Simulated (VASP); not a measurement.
Crystal: AlAs.

```
Al As
1.0
     0.00000    2.84088    2.84088
     2.84088    0.00000    2.84088
     2.84088    2.84088    0.00000
Al As
1 1
Direct
  0.00000 0.00000 0.00000
  0.25000 0.25000 0.25000
```

Base run:

| Item | Value |
| --- | --- |
| Program | VASP 6.6.1 |
| Functional | r2SCAN |
| Potentials or basis | VASP PAW PBE potentials, release 64 (Al, As) |
| Cutoff | 520 eV |
| k mesh | 8 × 8 × 8 |
| Occupations | gaussian, width 0.03 eV |
| Spin | no spin polarisation |

Its results: band gap on the k mesh 1.81 eV, indirect (least direct gap 2.61 eV).

Task: The run is repeated on the same cell with these changes: functional from r2SCAN to TB-mBJ. What comes out?

Result: Band gap on the k mesh 2.18 eV, indirect (least direct gap 2.87 eV).
